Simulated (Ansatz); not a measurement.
Computed with DFT PBE, scalar-relativistic, plane waves, PAW in Ansatz 0.2.0. All cells share a 420 eV cutoff and Γ-centred k meshes spaced at most about 0.3 Å⁻¹ (about 0.25 or finer for metals, 2π included). No spin polarisation.

Temperature and zero-point effects are left out.

Compare these two cells of Ti₃Se, each relaxed at this level.

A. Space group Pm-3n (No. 223), cubic, a = 5.035 Å. Ti is surrounded by 2 Ti at 2.52 Å, 4 Se at 2.81 Å and 8 Ti at 3.08 Å; Se is surrounded by 12 Ti at 2.81 Å.

B. Space group P4/mmm (No. 123), tetragonal, a = 3.357 Å, c = 5.801 Å. Ti on a site of symmetry 4mm is surrounded by 4 Se at 2.75 Å, 5 Ti at 2.78–2.81 Å, 1 Ti at 3.02 Å and 4 Ti at 3.36 Å; Ti on a site of symmetry 4/mmm is surrounded by 8 Ti at 2.81 Å, 2 Se at 2.90 Å and 4 Ti at 3.36 Å; around Se lie 10 Ti at 2.75–2.90 Å and 4 Se at 3.36 Å.

Question: Which would you expect to be lower, and how large is the difference?

Answer: B is lower, by 107 meV/atom. A has space group Pm-3n (No. 223), 16.0 Å³/atom and no gap on its mesh; B has space group P4/mmm (No. 123), 16.3 Å³/atom and no gap. Counting Ti atoms around Se (those within 1.25 times the shortest such distance or 1.15 times the sum of covalent radii), A has Se 12 and B has Se 10. Both come from invented guesses.

Cells relaxed within their symmetry can be saddle points.
